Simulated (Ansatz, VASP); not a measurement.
## InP: VASP beside Ansatz

INCAR

```
  ALGO = Normal
  EDIFF = 1E-6
  ENCUT = 520
  GGA = PS
  ISIF = 2
  ISMEAR = -1
  LASPH = T
  LCHARG = T
  LELF = T
  LREAL = F
  LVHAR = T
  LWAVE = F
  NBANDS = 16
  NELM = 80
  PREC = Accurate
  SIGMA = 0.05
```

File KPOINTS:

```
k-points
0
Gamma
  8 8 8
```

POSCAR

```
InP
1.0
    0.0000000000      2.7502506615      2.7502506615
    2.7502506615      0.0000000000      2.7502506615
    2.7502506615      2.7502506615      0.0000000000
In P
1 1
Direct
    0.0000000000      0.0000000000      0.0000000000
    0.5000000000      0.5000000000      0.5000000000
```

input.yaml

```yaml
crystal:
  lattice:
    - [0.0, 2.7502506615, 2.7502506615]
    - [2.7502506615, 0.0, 2.7502506615]
    - [2.7502506615, 2.7502506615, 0.0]
  atoms:
    - { symbol: In, position: [0.0, 0.0, 0.0] }
    - { symbol: P, position: [0.5, 0.5, 0.5] }
kpoints:
  mp_grid: { grid: [8, 8, 8] }
scf:
  occupations: { method: fermi_dirac, width: 0.05 }
hamiltonian:
  xc: pbesol
  pseudopotentials: { kind: all_electron, lapw: { basis_error: 0.001 } }
output:
  forces: true
  stress: true
  eigenvalues: true
```

Change from the starting cell: volume scaled by 0.98.

Alike in both runs: task single point; functional PBEsol; k mesh 8 × 8 × 8; occupations fermi-dirac, width 0.05 eV; no spin polarisation.

|  | VASP | Ansatz |
| --- | --- | --- |
| version | VASP 6.6.1 | Ansatz 0.2.0 |
| potentials or method | VASP PAW PBE potentials, release 64 (In_d, P) | all-electron LAPW, scalar-relativistic |
| plane-wave cutoff (eV) | 520 | see its input |

|  | VASP | Ansatz | Ansatz less VASP |
| --- | --- | --- | --- |
| gap on the k mesh at the Fermi level (eV) | none | none | - |
| pressure (GPa) | -1.9 | -1.9 | -0.04 |

A gap of «none» marks a metal or a gap that the smearing closes. Ansatz ran all-electron here, so the differences hold the error of VASP's frozen core and of both bases.

Caveats: the PAW data sets were made with another functional, which shifts forces and pressure a little (VASP).
